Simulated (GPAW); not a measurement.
# InP (F-43m) in GPAW: further runs

The runs below take InP through single point, with PBE.

All numbers are computed with GPAW 26.7.0; they aren't measurements. Logs are shortened: lines on timing, memory, paths and dates and some standing lists are left out, and cuts for length are marked. The log counts tension as positive stress, the text compression.

**Measured values to compare with.**

From a printed reference work, data compilation, for a bulk crystal of InP at 1.6 K: band gap 1.4236 eV (direct).

The results are compared with them further down.

### Step 1. The structure

It takes space group F-43m (No. 216, cubic). Conventional cell: a = 5.861 Å, b = 5.861 Å, c = 5.861 Å, α = 90.00°, β = 90.00°, γ = 90.00°. In (site symmetry -43m) has 4 P at 2.54 Å as nearest neighbours. Around P (site symmetry -43m) lie 4 In at 2.54 Å.

### Step 2. Single point, PBE

The input, run.py:

```python
from ase.dft.bandgap import bandgap
from ase.io import read, write
from ase.units import GPa
from gpaw import GPAW, PW

atoms = read('POSCAR')

calc = GPAW(mode=PW(600),
            xc='PBE',
            kpts={'size': (8, 8, 8), 'gamma': True},
            occupations={'name': 'methfessel-paxton', 'order': 0, 'width': 0.019000000000000003},
            nbands=18,
            convergence={'density': 1e-05, 'energy': 1e-05},
            maxiter=150,
            txt='gpaw.txt')
atoms.calc = calc
energy = atoms.get_potential_energy()
forces = atoms.get_forces()
stress = atoms.get_stress()
calc.write('gs.gpw')
write('result.traj', atoms)
print(f'Energy: {energy:.6f} eV')
print('Forces (eV/A):')
print(forces.round(4))
print('Stress (GPa):', (stress / GPa).round(3))
print('Fermi level:', round(calc.get_fermi_level(), 4), 'eV')
print(f'Gap: {bandgap(calc)[0]:.4f} eV, direct: {bandgap(calc, direct=True)[0]:.4f} eV')
```

The input, POSCAR:

```
InP
1.0
    0.0000000000      2.9305000000      2.9305000000
    2.9305000000      0.0000000000      2.9305000000
    2.9305000000      2.9305000000      0.0000000000
In P
1 1
Direct
    0.0000000000      0.0000000000      0.0000000000
    0.7500000000      0.7500000000      0.7500000000
```

Potentials or basis: GPAW PAW data sets (gpaw-data 1.2.1), pw.

Launch:

```console
> OMP_NUM_THREADS=1 python run.py
```

gpaw.txt:

```text
__  _  _
 | _ |_)|_||  |
 |__||  | ||/\| - 26.7.0

Input parameters:
  mode=PW(ecut=600.0),
  convergence={'density': 1e-05, 'energy': 1e-05},
  kpts=MonkhorstPack(size=(8, 8, 8), gamma=True),
  maxiter=150,
  nbands=18,
  occupations=Occupations(name='methfessel-paxton', order=0, width=0.019000000000000003),
  xc=XC(name='PBE')

Diagonalizing LCAO Hamiltonian
Converting LCAO to pw mode

                     P

       In

Atoms  # Å, Bohr magnetons
|   | symbol |        x |        y |        z |    initial magnetic moments |
|---|--------|----------|----------|----------|-----------------------------|
| 0 |     In | 0.000000 | 0.000000 | 0.000000 | ( 0.0000,  0.0000,  0.0000) |
| 1 |      P | 4.395750 | 4.395750 | 4.395750 | ( 0.0000,  0.0000,  0.0000) |

Unit cell  # Å
| periodic |        x |        y |        z |  lengths |    angles |
|----------|----------|----------|----------|----------|-----------|
|      yes | 0.000000 | 2.930500 | 2.930500 | 4.144353 | 60.000000 |
|      yes | 2.930500 | 0.000000 | 2.930500 | 4.144353 | 60.000000 |
|      yes | 2.930500 | 2.930500 | 0.000000 | 4.144353 | 60.000000 |

Number of symmetries: 24
Symmetry operations  # r_c * U_cc + t_c -> r_c
|    | kind |            matrix            |
|----|------|------------------------------|
|  0 |  E   |  1, 0, 0,  0, 1, 0,  0, 0, 1 |
|  1 |  σ   |  1, 0, 0,  0, 0, 1,  0, 1, 0 |
|  2 |  σ   |  1, 0,-1,  0, 1,-1,  0, 0,-1 |
|  3 |  C3  |  1, 0,-1,  0, 0,-1,  0, 1,-1 |
|  4 |  C3  |  1,-1, 0,  0,-1, 1,  0,-1, 0 |
|  5 |  σ   |  1,-1, 0,  0,-1, 0,  0,-1, 1 |
|  6 |  σ   |  0, 1, 0,  1, 0, 0,  0, 0, 1 |
|  7 |  C3  |  0, 1, 0,  0, 0, 1,  1, 0, 0 |
|  8 |  C2  |  0, 1,-1,  1, 0,-1,  0, 0,-1 |
|  9 |  S4  |  0, 1,-1,  0, 0,-1,  1, 0,-1 |
| 10 |  C3  |  0, 0, 1,  1, 0, 0,  0, 1, 0 |
| 11 |  σ   |  0, 0, 1,  0, 1, 0,  1, 0, 0 |
| 12 |  S4  |  0, 0,-1,  1, 0,-1,  0, 1,-1 |
| 13 |  C3  |  0, 0,-1,  0, 1,-1,  1, 0,-1 |
| 14 |  S4  |  0,-1, 1,  1,-1, 0,  0,-1, 0 |
| 15 |  C2  |  0,-1, 1,  0,-1, 0,  1,-1, 0 |
| 16 |  C3  |  0,-1, 0,  1,-1, 0,  0,-1, 1 |
| 17 |  S4  |  0,-1, 0,  0,-1, 1,  1,-1, 0 |
| 18 |  S4  | -1, 1, 0, -1, 0, 1, -1, 0, 0 |
| 19 |  C3  | -1, 1, 0, -1, 0, 0, -1, 0, 1 |
| 20 |  C3  | -1, 0, 1, -1, 1, 0, -1, 0, 0 |
| 21 |  S4  | -1, 0, 1, -1, 0, 0, -1, 1, 0 |
| 22 |  σ   | -1, 0, 0, -1, 1, 0, -1, 0, 1 |
| 23 |  C2  | -1, 0, 0, -1, 0, 1, -1, 1, 0 |

BZ-sampling:
  Number of BZ points: 512
  Number of IBZ points: 29

  Monkhorst-Pack size: [8, 8, 8]
  Monkhorst-Pack shift: [0.0625, 0.0625, 0.0625]

K-points  # in reciprocal-cell coordinates
|     |                                coordinates |     weight |
|-----|--------------------------------------------|------------|
|   0 | (  0.00000000,   0.00000000,   0.00000000) | 0.00195312 |
|   1 | (  0.12500000,   0.12500000,   0.00000000) | 0.01171875 |
|   2 | (  0.12500000,   0.12500000,   0.12500000) | 0.01562500 |
|   3 | (  0.25000000,   0.12500000,   0.12500000) | 0.02343750 |
|   4 | (  0.25000000,   0.25000000,   0.00000000) | 0.01171875 |
|   5 | (  0.25000000,   0.25000000,   0.12500000) | 0.04687500 |
|   6 | (  0.25000000,   0.25000000,   0.25000000) | 0.01562500 |
|   7 | (  0.37500000,   0.25000000,  -0.37500000) | 0.04687500 |
|   8 | (  0.37500000,   0.25000000,   0.12500000) | 0.04687500 |
|   9 | (  0.37500000,   0.25000000,   0.25000000) | 0.04687500 |
| ... |                                            |            |
|  28 | (  0.50000000,   0.50000000,   0.50000000) | 0.00781250 |

Plane wave coefficients: 1700
Cutoff: 600.0 eV

Spin-components: 1 (collinear spins)
Bands:           18
Projectors:      11
Spin-degeneracy: 2
Datatype:        complex128

Parallelization:
  kpt:    1
  domain: 1
  band:   1

Density:
  Valence electrons: 18.0
  Components: 1
  Grid points: [24 24 24]
  Charge: 0.0  # |e|

Potential:
  Grid points: [24 24 24]

species:
  In:
    name:    Indium
    Z:       49.0
    valence: 13
    core:    36
    charge:  0.0  # [|e|]
    compensation charges:
      type: gauss
      rc: 0.36  # [Å]
      lmax: 2
    cutoffs:
      filter: 2.09  # [Å]
      core: 2.48  # [Å]
    projectors
    | kind |    occ | energy [eV] | rcut [Å] |
    |------|--------|-------------|----------|
    |   5s |  2.000 |      -8.203 |    1.185 |
    |   5p |  1.000 |      -2.521 |    1.244 |
    |   4d | 10.000 |     -18.629 |    1.148 |
    |    s |        |      19.008 |    1.185 |
    |    p |        |      24.691 |    1.244 |
    |    d |        |       8.583 |    1.148 |

    Using partial waves for In as LCAO basis

  P:
    name:    Phosphorus
    Z:       15.0
    valence: 5
    core:    10
    charge:  0.0  # [|e|]
    compensation charges:
      type: gauss
      rc: 0.30  # [Å]
      lmax: 2
    cutoffs:
      filter: 1.69  # [Å]
      core: 1.81  # [Å]
    projectors
    | kind |    occ | energy [eV] | rcut [Å] |
    |------|--------|-------------|----------|
    |   3s |  2.000 |     -13.968 |    0.953 |
    |   3p |  3.000 |      -5.506 |    0.953 |
    |    s |        |      13.244 |    0.953 |
    |    p |        |      21.705 |    0.953 |
    |    d |        |       0.000 |    0.953 |

    Using partial waves for P as LCAO basis

Reference energy: -169278.333319  # eV

eigensolver:
  PPCG
  Converge bands: occupied
  niter=2

density mixing:
  MSR1-Mixer
  Pratt-step length: 0.05
  Maximum mixing coefficient: 0.75
  Old densities: 10
  SVD Regularization: 0.005
  Good broyden scale: 1.0
  Trust region scale: 1.0
  Backstep threshold: 4.0
  History deletion threshold: 6.0
  Fourier metric: weight=20.0, sigma=0.015

occupation numbers:
  Methfessel-Paxton:
    width: 0.0190  # eV
    order: 0

poisson solver:
  ecut: 4800.0  # eV

xc functional:
  name: PBE with 2 nearest neighbor stencil

convergence criteria:
- Maximum integral of absolute [dens]ity change: 1e-05 electrons / valence electron
- Maximum [total energy] change in last 3 cyles: 1e-05 eV / valence electron
- Maximum integral of absolute [eigenst]ate change: 4e-08 eV^2 / valence electron
maximum number of iterations: 150

SCF iterations
|iter     | |      energy | eigst |  dens |
|---------|-|-------------|-------|-------|
|iter:   1| |   -8.967221 | -0.28 |       |
|iter:   2| |   -8.891188 | -2.21 | -1.11 |
|iter:   3| |   -8.612393 | -1.76 | -1.16 |
|iter:   4| |   -8.612338 | -3.19 | -1.74 |
|iter:   5| |   -8.612448c| -3.94 | -2.24 |
|iter:   6| |   -8.612495c| -5.37 | -3.03 |
|iter:   7| |   -8.612500c| -6.47 | -3.53 |
|iter:   8| |   -8.612500c| -7.93c| -4.58 |
|iter:   9| |   -8.612500c| -8.29c| -5.33c|

Converged in 9 steps
Energy contributions relative to reference atoms: (reference = -169278.333319)

Energy contributions:
  Kinetic:          22.519718
  Coulomb:         -20.607864
  Zero:              0.128393
  External:          0.000000
  Xc:              -10.652746
  Entropy:          -0.000000
  Spinorbit:         0.000000
  ----------------------------
  Free energy:      -8.612500
  Extrapolated:     -8.612500

dipole moment: (-16.908367, -16.908367, -16.908367)  # |e|*Ang

Fermi level: 4.993
Eigenvalues  # (at kpt = [0.000, 0.000, 0.000])
| band index |      eig [eV] | occ [0-2] |
|------------|---------------|-----------|
|          0 |        -9.182 |     2.000 |
|          1 |        -9.182 |     2.000 |
|          2 |        -9.182 |     2.000 |
|          3 |        -9.028 |     2.000 |
|          4 |        -9.028 |     2.000 |
|          5 |        -6.605 |     2.000 |
[... 10 lines left out ...]
|         16 |        16.132 |     0.000 |
|         17 |        16.132 |     0.000 |

Gap: 0.711 eV
Transition (v -> c):
  (s=0, k=0, n=8, [0.00, 0.00, 0.00]) -> (s=0, k=0, n=9, [0.00, 0.00, 0.00])
No difference between direct/indirect transitions

Forces  # eV/Ang
|        x |        y |        z |
|----------|----------|----------|
| -0.00000 |  0.00000 | -0.00000 |  # In   0
| -0.00000 | -0.00000 |  0.00000 |  # P    1

Stress tensor  # eV/Ang^3
|         x |         y |         z |
|-----------|-----------|-----------|
| -0.019000 |  0.000000 | -0.000000 |
|  0.000000 | -0.019000 |  0.000000 |
| -0.000000 |  0.000000 | -0.019000 |

# Writing to gs.gpw (mode='')
```

Run time: 16 s. Hardware: 1 thread of Arm Neoverse V1, shared host; peak memory 0.16 GiB.

What came out:

```yaml
Free_energy: -8.6125 eV
Pressure: 3.0 GPa
Band_gap_on_the_k_mesh: 0.71 eV, direct
```

Caveat: spin-orbit coupling is left out, which moves the levels of the heavy elements.

### Step 3. Single point, PBE

The input, run.py:

```python
from ase import Atoms
from ase.dft.bandgap import bandgap
from ase.io import write
from ase.units import Bohr, GPa
from gpaw import GPAW, PW
from gpaw.elf import elf_from_dft_calculation

atoms = Atoms(['In', 'P'],
              cell=[[0.0, 2.9305, 2.9305],
                    [2.9305, 0.0, 2.9305],
                    [2.9305, 2.9305, 0.0]],
              scaled_positions=[[0.0, 0.0, 0.0],
                                [0.75, 0.75, 0.75]],
              pbc=True)

calc = GPAW(mode=PW(600),
            xc='PBE',
            kpts={'size': (8, 8, 8), 'gamma': True},
            occupations={'name': 'methfessel-paxton', 'order': 0, 'width': 0.02},
            nbands=18,
            convergence={'density': 1e-05, 'energy': 1e-05},
            maxiter=150,
            txt='gpaw.txt')
atoms.calc = calc
energy = atoms.get_potential_energy()
forces = atoms.get_forces()
stress = atoms.get_stress()
calc.write('gs.gpw')
write('result.traj', atoms)
print(f'Energy: {energy:.6f} eV')
print('Forces (eV/A):')
print(forces.round(4))
print('Stress (GPa):', (stress / GPa).round(3))
print('Fermi level:', round(calc.get_fermi_level(), 4), 'eV')
print(f'Gap: {bandgap(calc)[0]:.4f} eV, direct: {bandgap(calc, direct=True)[0]:.4f} eV')

# fields on the real-space grid
write('density.cube', atoms, data=calc.get_pseudo_density() * Bohr**3)
write('potential.cube', atoms, data=calc.get_electrostatic_potential())
write('elf.cube', atoms, data=elf_from_dft_calculation(calc).data)
```

Potentials or basis: GPAW PAW data sets (gpaw-data 1.2.1), pw.

Launch:

```console
> OMP_NUM_THREADS=1 python run.py
```

Wall time 16 s (1 thread of Arm Neoverse V1, shared host); peak memory 0.16 GiB.

It converged, with:

```
Free energy            : -8.6125 eV
Pressure               : 3.0 GPa
Band gap on the k mesh : 0.71 eV, direct
```

Levels at points of the mesh, in eV from the valence-band top:
| k point | band 5 | band 6 | band 7 | band 8 | band 9 | band 10 | band 11 | band 12 | band 13 | band 14 |
| --- | --- | --- | --- | --- | --- | --- | --- | --- | --- | --- |
| (0.00, 0.00, 0.00) | -13.95 | -11.52 | 0.00 | 0.00 | 0.00 | 0.71 | 4.06 | 4.06 | 4.06 | 8.61 |
| (0.50, 0.50, 0.00) | -13.91 | -9.14 | -5.75 | -2.33 | -2.33 | 1.76 | 2.28 | 9.21 | 9.57 | 9.57 |
| (0.50, 0.50, 0.50) | -13.93 | -9.79 | -5.73 | -0.98 | -0.98 | 1.50 | 4.80 | 4.80 | 7.11 | 9.49 |

Caveat: spin-orbit coupling is left out, which moves the levels of the heavy elements.

### Step 4. Single point, PBE

The input, run.py:

```python
from ase.dft.bandgap import bandgap
from ase.io import read, write
from ase.units import GPa
from gpaw import GPAW, PW

atoms = read('InP.xyz')

calc = GPAW(mode=PW(600),
            xc='PBE',
            kpts={'size': (8, 8, 8), 'gamma': True},
            occupations={'name': 'methfessel-paxton', 'order': 0, 'width': 0.020999999999999998},
            nbands=18,
            convergence={'density': 1e-05, 'energy': 1e-05},
            maxiter=150,
            txt='gpaw.txt')
atoms.calc = calc
energy = atoms.get_potential_energy()
forces = atoms.get_forces()
stress = atoms.get_stress()
calc.write('gs.gpw')
write('result.traj', atoms)
print(f'Energy: {energy:.6f} eV')
print('Forces (eV/A):')
print(forces.round(4))
print('Stress (GPa):', (stress / GPa).round(3))
print('Fermi level:', round(calc.get_fermi_level(), 4), 'eV')
print(f'Gap: {bandgap(calc)[0]:.4f} eV, direct: {bandgap(calc, direct=True)[0]:.4f} eV')
```

The input, InP.xyz:

```xyz
2
Lattice="0.0000000000 2.9305000000 2.9305000000 2.9305000000 0.0000000000 2.9305000000 2.9305000000 2.9305000000 0.0000000000" Properties=species:S:1:pos:R:3 pbc="T T T"
In     0.0000000000      0.0000000000      0.0000000000
P      4.3957500000      4.3957500000      4.3957500000
```

Potentials or basis: GPAW PAW data sets (gpaw-data 1.2.1), pw.

Launch:

```console
> OMP_NUM_THREADS=1 python run.py
```

gpaw.txt:

```text
__  _  _
 | _ |_)|_||  |
 |__||  | ||/\| - 26.7.0

Input parameters:
  mode=PW(ecut=600.0),
  convergence={'density': 1e-05, 'energy': 1e-05},
  kpts=MonkhorstPack(size=(8, 8, 8), gamma=True),
  maxiter=150,
  nbands=18,
  occupations=Occupations(name='methfessel-paxton', order=0, width=0.020999999999999998),
  xc=XC(name='PBE')

Diagonalizing LCAO Hamiltonian
Converting LCAO to pw mode

                     P

       In

Atoms  # Å, Bohr magnetons
|   | symbol |        x |        y |        z |    initial magnetic moments |
|---|--------|----------|----------|----------|-----------------------------|
| 0 |     In | 0.000000 | 0.000000 | 0.000000 | ( 0.0000,  0.0000,  0.0000) |
| 1 |      P | 4.395750 | 4.395750 | 4.395750 | ( 0.0000,  0.0000,  0.0000) |

Unit cell  # Å
| periodic |        x |        y |        z |  lengths |    angles |
|----------|----------|----------|----------|----------|-----------|
|      yes | 0.000000 | 2.930500 | 2.930500 | 4.144353 | 60.000000 |
|      yes | 2.930500 | 0.000000 | 2.930500 | 4.144353 | 60.000000 |
|      yes | 2.930500 | 2.930500 | 0.000000 | 4.144353 | 60.000000 |
[... 177 lines left out ...]

Energy contributions:
  Kinetic:          22.519718
  Coulomb:         -20.607864
  Zero:              0.128393
  External:          0.000000
  Xc:              -10.652746
  Entropy:          -0.000000
  Spinorbit:         0.000000
  ----------------------------
  Free energy:      -8.612500
  Extrapolated:     -8.612500

dipole moment: (-16.908367, -16.908367, -16.908367)  # |e|*Ang

Fermi level: 5.000
Eigenvalues  # (at kpt = [0.000, 0.000, 0.000])
| band index |      eig [eV] | occ [0-2] |
|------------|---------------|-----------|
|          0 |        -9.182 |     2.000 |
|          1 |        -9.182 |     2.000 |
|          2 |        -9.182 |     2.000 |
|          3 |        -9.028 |     2.000 |
|          4 |        -9.028 |     2.000 |
|          5 |        -6.605 |     2.000 |
[... 10 lines left out ...]
|         16 |        16.132 |     0.000 |
|         17 |        16.132 |     0.000 |

Gap: 0.711 eV
Transition (v -> c):
  (s=0, k=0, n=8, [0.00, 0.00, 0.00]) -> (s=0, k=0, n=9, [0.00, 0.00, 0.00])
No difference between direct/indirect transitions

Forces  # eV/Ang
|        x |        y |        z |
|----------|----------|----------|
| -0.00000 | -0.00000 | -0.00000 |  # In   0
| -0.00000 | -0.00000 | -0.00000 |  # P    1

Stress tensor  # eV/Ang^3
|         x |         y |         z |
|-----------|-----------|-----------|
| -0.019000 |  0.000000 |  0.000000 |
|  0.000000 | -0.019000 | -0.000000 |
|  0.000000 | -0.000000 | -0.019000 |

# Writing to gs.gpw (mode='')
```

stdout:

```text
Energy: -8.612500 eV
Forces (eV/A):
[[-0. -0. -0.]
 [-0. -0. -0.]]
Stress (GPa): [-3.044 -3.044 -3.044 -0.     0.     0.   ]
Fermi level: 5.0002 eV
Gap: 0.7109 eV, direct: 0.7109 eV
```

It took 16 s on 1 thread of Arm Neoverse V1, shared host; peak memory 0.16 GiB.

What came out:

* Free energy: -8.6125 eV
* Pressure: 3.0 GPa
* Band gap on the k mesh: 0.71 eV, direct

Levels at points of the mesh, in eV from the valence-band top:
```tsv
k point	band 5	band 6	band 7	band 8	band 9	band 10	band 11	band 12	band 13	band 14
(0.00, 0.00, 0.00)	-13.95	-11.52	0.00	0.00	0.00	0.71	4.06	4.06	4.06	8.61
(0.50, 0.50, 0.00)	-13.91	-9.14	-5.75	-2.33	-2.33	1.76	2.28	9.21	9.57	9.57
(0.50, 0.50, 0.50)	-13.93	-9.79	-5.73	-0.98	-0.98	1.50	4.80	4.80	7.11	9.49
```

Caveat: spin-orbit coupling is left out, which moves the levels of the heavy elements.

(Part 1 of 2 ends here.)
